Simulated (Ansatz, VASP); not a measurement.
**One calculation of O2, two programs**

```
CELL_PARAMETERS angstrom
11.00000 0.00000 0.00000
0.00000 11.50000 0.00000
0.00000 0.00000 12.00000
ATOMIC_POSITIONS crystal
O 0.50000 0.50000 0.44924
O 0.50000 0.50000 0.55076
```

Alike in both runs: functional PBE; k mesh 1 × 1 × 1; occupations gaussian, width 0.01 eV; collinear spin.

Ansatz relaxed the structure, and its values are those at the end. VASP's run is a single point on that final structure, the one shown.

|  | VASP | Ansatz |
| --- | --- | --- |
| version | VASP 6.6.1 | Ansatz 0.2.0 |
| potentials or method | VASP PAW PBE potentials, release 64 (O) | scalar-relativistic, plane waves, PAW |
| plane-wave cutoff (eV) | 520 | 420 |
| valence electrons in the cell | 12 | 12 |

Ansatz gave:

| Quantity | Value |
| --- | --- |
| gap on the k mesh at the Fermi level (eV) | 2.29 |
| least direct gap on the mesh (eV) | 2.29 |
| rms of the force components (eV/Å) | 0.000 |
| net moment per atom (μB) | 1.00 |
| size of the moment on the site where the two differ most (μB) | 0.56 |

Task: Estimate VASP's values.

Result: gap on the k mesh at the Fermi level (eV): 2.31; least direct gap on the mesh (eV): 2.31; rms of the force components (eV/Å): 0.662; net moment per atom (μB): 1.00; size of the moment on the site where the two differ most (μB): 0.81.

Site moments also hang on the region over which each program counts them. One of these differences is far larger than is usual between the two programs; its cause wasn't traced.

Caveats: the standard files for N, O and F lose accuracy on very short bonds. A hybrid or GW would open this gap; PBE tends to underestimate it.
